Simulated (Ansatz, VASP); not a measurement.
# Two plane-wave programs on SiO2

The input INCAR:

```
  ALGO = Normal
  EDIFF = 1E-6
  ENCUT = 520
  GGA = PE
  ISIF = 2
  ISMEAR = 0
  LASPH = True
  LCHARG = False
  LREAL = False
  LWAVE = False
  NBANDS = 25
  NELM = 100
  PREC = Accurate
  SIGMA = 0.05
```

KPOINTS

```
k-points
0
Gamma
  6 6 6
```

The input POSCAR:

```
SiO2
1.0
   -2.5133692696      2.5133692696      3.5971559037
    2.5133692696     -2.5133692696      3.5971559037
    2.5133692696      2.5133692696     -3.5971559037
Si O
2 4
Direct
    0.0000000000      0.0000000000      0.0000000000
    0.7500000000      0.2500000000      0.5000000000
    0.9670112602      0.6250000000      0.8420112602
    0.3750000000      0.2170112602      0.3420112602
    0.7829887398      0.1250000000      0.1579887398
    0.8750000000      0.0329887398      0.6579887398
```

Input for Ansatz:

```yaml
crystal:
  lattice:
    - [-2.5133692696, 2.5133692696, 3.5971559037]
    - [2.5133692696, -2.5133692696, 3.5971559037]
    - [2.5133692696, 2.5133692696, -3.5971559037]
  atoms:
    - { symbol: Si, position: [0.0, 0.0, 0.0] }
    - { symbol: Si, position: [0.75, 0.25, 0.5] }
    - { symbol: O, position: [0.9670112602, 0.625, 0.8420112602] }
    - { symbol: O, position: [0.375, 0.2170112602, 0.3420112602] }
    - { symbol: O, position: [0.7829887398, 0.125, 0.1579887398] }
    - { symbol: O, position: [0.875, 0.0329887398, 0.6579887398] }
basis:
  ecutwfc: 420
kpoints:
  mp_grid: { grid: [6, 6, 6] }
hamiltonian:
  xc: pbe
scf:
  occupations: { method: gaussian, width: 0.05 }
output:
  forces: true
  stress: true
  eigenvalues: true
```

Change from the starting cell: strain +0.000 along x and y, -0.025 along z, atoms carried along.

Alike in both runs: task single point; functional PBE; k mesh 6 × 6 × 6; occupations gaussian, width 0.05 eV; no spin polarisation.

|  | VASP | Ansatz |
| --- | --- | --- |
| version | VASP 6.6.1 | Ansatz 0.2.0 |
| potentials or method | VASP PAW PBE potentials, release 64 (Si, O) | scalar-relativistic, plane waves, PAW |
| plane-wave cutoff (eV) | 520 | 420 |
| valence electrons in the cell | 32 | 32 |

|  | VASP | Ansatz | Ansatz less VASP |
| --- | --- | --- | --- |
| gap on the k mesh at the Fermi level (eV) | 5.88 | 5.88 | +0.001 |
| least direct gap on the mesh (eV) | 5.88 | 5.88 | +0.001 |
| pressure (GPa) | 4.1 | 4.0 | -0.12 |
| largest component of the traceless stress (GPa) | 0.76 | 0.74 | -0.023 |
| rms of the force components (eV/Å) | 0.108 | 0.109 | +0.0014 |

Atom by atom the forces differ by 0.001 eV/Å (rms over components). The functional is the same, so the differences come from potentials, cutoffs and numerics.

A k mesh can miss the band edges.
